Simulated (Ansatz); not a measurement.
# SnTe under changes of volume

One of the cells (29.767 Å³/atom); the others are scaled copies at fixed shape and fractional positions:

```
Te Sn
1.0
     3.90470    0.00000    0.00000
     0.00000    3.90470    0.00000
     0.00000    0.00000    3.90470
Te Sn
1 1
Direct
  0.50000 0.50000 0.50000
  0.00000 0.00000 0.00000
```

Measurements of this composition are mostly on another form, of space group No. 225.

* Program: Ansatz 0.2.0
* Functional: PBE
* Potentials or basis: Ansatz PAW
* Cutoff: 420 eV (not typed: the program's choice for these potentials)
* k mesh: 7 × 7 × 7
* Occupations: fermi-dirac, width 0.05 eV
* Spin: no spin polarisation

| volume (Å³/atom) | energy over the lowest point (meV/atom) | pressure (GPa) |
| --- | --- | --- |
| 27.981 | 2.68 | 1.4 |
| 28.576 | 0.00 | 0.4 |
| 29.172 | 0.41 | -0.4 |
| 29.767 | ? | ? |
| 30.362 | 8.85 | -1.6 |
| 30.958 | 16.16 | -2.1 |
| 31.553 | 25.05 | -2.6 |

Problem. What does the run at 29.767 Å³/atom give?

Solution. Energy over the lowest point 3.46 meV/atom; pressure -1.0 GPa.

Worked out: A Birch-Murnaghan fit of order 3 (a polynomial in V^(-2/3)) to the other rows has its minimum at 28.78 Å³/atom with B0 = V·E''(V) = 38 GPa and B' = 6.6. It gives 3.50 meV/atom at 29.767 Å³/atom, against the run's 3.46, and -dE/dV = -1.2 GPa, against -1.0.

Energies are extrapolated to zero smearing.
